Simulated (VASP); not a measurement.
AlNi3: single point with PBEsol

Crystal: AlNi3.

```
Ni Al
1.0
     3.52305    0.00000    0.00000
     0.00000    3.52305    0.00000
     0.00000    0.00000    3.52305
Ni Al
3 1
Direct
  0.50000 0.50000 0.00000
  0.50000 0.00000 0.50000
  0.00000 0.50000 0.50000
  0.00000 0.00000 0.00000
```

The cell is a database's computed one.

```json
{
  "Program": "VASP 6.6.1",
  "Task": "single point",
  "Functional": "PBEsol",
  "Potentials or basis": "VASP PAW PBE potentials, release 64 (Ni, Al)",
  "Cutoff": "520 eV",
  "k mesh": "6 × 6 × 6",
  "Occupations": "fermi-dirac, width 0.05 eV",
  "Spin": "non-collinear spin, random start",
  "Starting moments": "[[0.053, -0.006, 0.027], [0.346, 0.217, -0.425], [0.251, -0.736, -0.139], [-0.0, -0.0, 0.0]] μB",
  "Further INCAR settings": "ALGO = Normal; EDIFF = 1e-07; NBANDS = 47"
}
```

| Item | Value |
| --- | --- |
| Pressure | -0.5 GPa |
| Band gap on the k mesh | none (metal or under the smearing width) |
| Net moment | 0.66 μB per cell |
| Valence electrons inside the program's atomic spheres | Ni 9.46; Al 0.81 |

Levels at points of the mesh, in eV from the Fermi level:
```tsv
k point	band 30	band 31	band 32	band 33	band 34	band 35	band 36	band 37
(0.00, 0.00, 0.00)	0.34	0.34	0.34	0.86	0.86	0.86	0.88	0.88
(0.50, 0.00, 0.00)	-0.84	-0.49	-0.30	-0.04	0.34	5.67	5.67	5.68
(0.00, 0.50, 0.00)	-0.84	-0.49	-0.30	-0.04	0.34	5.67	5.67	5.68
(0.00, 0.00, 0.50)	-0.84	-0.49	-0.30	-0.04	0.34	5.67	5.67	5.68
(0.50, 0.50, 0.00)	-0.97	-0.79	-0.63	-0.57	-0.44	0.91	0.91	1.17
(0.00, 0.50, 0.50)	-0.97	-0.79	-0.63	-0.57	-0.44	0.91	0.91	1.17
(0.50, 0.00, 0.50)	-0.97	-0.79	-0.63	-0.57	-0.44	0.91	0.91	1.17
(0.50, 0.50, 0.50)	-0.90	-0.25	-0.25	-0.22	-0.22	-0.22	0.10	0.10
```

Moments on the atoms (μB; x, y, z):
```
Ni   0.15 -0.12 -0.12
Ni   0.15 -0.12 -0.12
Ni   0.15 -0.12 -0.12
Al  -0.01  0.00  0.00
```

Run time: 6.1 min on 1 thread of Intel(R) Xeon(R) 6975P-C (Granite Rapids), on a shared host, peak memory 0.46 GiB.

Caveat: the PAW data sets were made with another functional, which shifts forces and pressure a little.
